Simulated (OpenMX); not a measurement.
A run of OpenMX 3.8.5 is set up as follows.

File Zn.dat:

```
System.CurrrentDirectory             ./
System.Name                          Zn
DATA.PATH                            ./DFT_DATA13
level.of.stdout                      1
level.of.fileout                     0
Species.Number                       1
<Definition.of.Atomic.Species
  Zn  Zn6.0H-s3p2d2          Zn_PBE13H
Definition.of.Atomic.Species>

Atoms.Number                         1
Atoms.SpeciesAndCoordinates.Unit     FRAC
<Atoms.SpeciesAndCoordinates
    1  Zn    0.0197600000   -0.0046890000    0.0109340000  10.000 10.000
Atoms.SpeciesAndCoordinates>

Atoms.UnitVectors.Unit               Ang
<Atoms.UnitVectors
    -1.5271390000    1.5617310000    1.5269050000
     1.4864710000   -1.6587790000    1.5832850000
     1.5658470000    1.6974880000   -1.6239530000
Atoms.UnitVectors>

scf.XcType                           GGA-PBE
scf.SpinPolarization                 off
scf.ElectronicTemperature            580.226
scf.energycutoff                     500.0
scf.maxIter                          100
scf.EigenvalueSolver                 band
scf.Kgrid                            17 17 17
scf.Mixing.Type                      rmm-diisk
scf.Init.Mixing.Weight               0.05
scf.Min.Mixing.Weight                0.001
scf.Max.Mixing.Weight                0.3
scf.Mixing.History                   25
scf.Mixing.StartPulay                8
scf.criterion                        1.0e-8
scf.stress.tensor                    on
MD.Type                              nomd
```

Potentials or basis: OpenMX 2013 PBE set, Zn6.0H-s3p2d2, grid cutoff 500 Ry.

The run is started by

```sh
$ openmx Zn.dat -nt 1 > Zn.std
```

(1) Predict the pressure.

(2) Predict the band gap on the k mesh.

Results:

(1) 1.8 GPa.

(2) none (metal or under the smearing width).

Caveat: the basis of atomic orbitals isn't converged, which shifts pressures, moduli and gaps.
